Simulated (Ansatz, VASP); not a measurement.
## Two plane-wave programs on B

INCAR

```
SYSTEM = B
PREC = Accurate ; ENCUT = 520
EDIFF = 1E-8 ; ISMEAR = -1
SIGMA = 0.05 ; LREAL = Auto
LASPH = .True. ; NELM = 100
ALGO = Fast ; ISIF = 2
LWAVE = .False. ; LCHARG = .False.
GGA = CA ; LEFG = .True.
NBANDS = 36
```

Contents of KPOINTS:

```
Automatic mesh
0
Gamma
  7 7 7
  0 0 0
```

POSCAR

```
B
1.0
    2.7970008425      1.6148491893      4.0252000000
   -2.7970008425      1.6148491893      4.0252000000
    0.0000000000     -3.2296983787      4.0252000000
B
15
Direct
    0.5000000000      0.5000000000      0.5000000000
    0.8069714560      0.3021949276      0.8069714560
    0.8069714560      0.8069714560      0.3021949276
    0.3021949276      0.8069714560      0.8069714560
    0.1930285440      0.6978050724      0.1930285440
    0.6978050724      0.1930285440      0.1930285440
    0.1930285440      0.1930285440      0.6978050724
    0.0044595398      0.3327205114      0.0044595398
    0.0044595398      0.0044595398      0.3327205114
    0.3327205114      0.0044595398      0.0044595398
    0.9955404602      0.6672794886      0.9955404602
    0.6672794886      0.9955404602      0.9955404602
    0.9955404602      0.9955404602      0.6672794886
    0.6333190199      0.6333190199      0.6333190199
    0.3666809801      0.3666809801      0.3666809801
```

Input for Ansatz:

```yaml
crystal:
  lattice:
    - [2.7970008425, 1.6148491893, 4.0252]
    - [-2.7970008425, 1.6148491893, 4.0252]
    - [0.0, -3.2296983787, 4.0252]
  atoms:
    - { symbol: B, position: [0.5, 0.5, 0.5] }
    - { symbol: B, position: [0.806971456, 0.3021949276, 0.806971456] }
    - { symbol: B, position: [0.806971456, 0.806971456, 0.3021949276] }
    - { symbol: B, position: [0.3021949276, 0.806971456, 0.806971456] }
    - { symbol: B, position: [0.193028544, 0.6978050724, 0.193028544] }
    - { symbol: B, position: [0.6978050724, 0.193028544, 0.193028544] }
    - { symbol: B, position: [0.193028544, 0.193028544, 0.6978050724] }
    - { symbol: B, position: [0.0044595398, 0.3327205114, 0.0044595398] }
    - { symbol: B, position: [0.0044595398, 0.0044595398, 0.3327205114] }
    - { symbol: B, position: [0.3327205114, 0.0044595398, 0.0044595398] }
    - { symbol: B, position: [0.9955404602, 0.6672794886, 0.9955404602] }
    - { symbol: B, position: [0.6672794886, 0.9955404602, 0.9955404602] }
    - { symbol: B, position: [0.9955404602, 0.9955404602, 0.6672794886] }
    - { symbol: B, position: [0.6333190199, 0.6333190199, 0.6333190199] }
    - { symbol: B, position: [0.3666809801, 0.3666809801, 0.3666809801] }
kpoints:
  mp_grid: { grid: [7, 7, 7] }
scf:
  occupations: { method: fermi_dirac, width: 0.05 }
hamiltonian:
  xc: lda
  pseudopotentials: { kind: paw }
output:
  forces: true
  stress: true
  populations: true
  efg: { quadrupole_moments_barn: { B: 0.04059 }, contact_densities: true }
```

Alike in both runs: task electric field gradients; functional LDA; k mesh 7 × 7 × 7; occupations fermi-dirac, width 0.05 eV; no spin polarisation.

|  | VASP | Ansatz |
| --- | --- | --- |
| version | VASP 6.6.1 | Ansatz 0.2.0 |
| potentials or method | VASP PAW LDA potentials, release 64 (B) | plane-wave PAW, scalar-relativistic |
| plane-wave cutoff (eV) | 520 | 420 |
| valence electrons in the cell | 45 | 45 |

|  | VASP | Ansatz | Ansatz less VASP |
| --- | --- | --- | --- |
| pressure (GPa) | 8.7 | 8.4 | -0.26 |
| largest component of the traceless stress (GPa) | 14.16 | 14.13 | -0.023 |
| rms of the force components (eV/Å) | 0.082 | 0.089 | +0.0068 |
| Vzz of the field gradient on the site that differs most (V/Å²) | -24.2 | -18.4 | +5.84 |

Atom by atom the forces differ by 0.007 eV/Å (rms over components).
